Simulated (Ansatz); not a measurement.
**Calculated 33S NMR of the central transition for SnS₂ at a changed volume**

Cell: a COD entry, relaxed with PBE at fixed cell and then changed (volume scaled by 0.94, ions relaxed).

```yaml
crystal:
  lattice:
    - [3.53141, 0.00000, 0.00000]
    - [-1.76570, 3.05829, 0.00000]
    - [0.00000, 0.00000, 5.34854]
  atoms:
    - { symbol: Sn, position: [0.00000, 0.00000, 0.00000] }
    - { symbol: S, position: [0.66667, 0.33333, 0.72072] }
    - { symbol: S, position: [0.33333, 0.66667, 0.27928] }
```

Sites (sets of like atoms) are named by element and the number of their first atom in this list.

All values are calculated (Ansatz; DFT, PBE, plane waves and PAW, scalar-relativistic, 420 eV cutoff, Γ-centred 14×14×8 k-points, Fermi–Dirac smearing 0.02 eV), not measured.

33S has I = 3/2 and Q = -69.40 mb (Pyykkö 2018); at 9.4 T its Larmor frequency is ν₀ = 30.8 MHz. Only the quadrupole interaction is simulated: positions count from each site's isotropic chemical shift, and shift anisotropy, dipolar and J coupling are left out.

Simulated pattern of one S site (static powder, Gaussian broadening 1 kHz):

(offset (kHz), height): (-35.61, 0), (-33.14, 95), (-30.66, 100), (-28.19, 65), (-25.72, 53), (-23.24, 46), (-20.77, 42), (-18.30, 40), (-15.82, 37), (-13.35, 36), (-10.88, 35), (-8.40, 35), (-5.93, 34), (-3.45, 34), (-0.98, 34), (1.49, 27), (3.97, 28), (6.44, 30), (8.91, 33), (11.39, 37), (13.86, 46), (16.33, 71), (18.81, 67), (21.28, 0)

Question: Which |C_Q| and η does the pattern imply?

Answer: The pattern spans 51.2 kHz before broadening and its centre of gravity is at -9.83 kHz, which fixes P_Q; the places of the horns and steps fix η. That gives P_Q = 3.48 MHz, |C_Q| = 3.48 MHz and η = 0.00. The sign of C_Q can't be read from the pattern.

An axis of threefold or higher order runs through S, so V_zz lies along it and η is zero.

Without spin–orbit coupling (the program notes it for Sn) the gradients can shift somewhat, as the gap is small. At this changed cell the PBE pressure is 13 GPa.
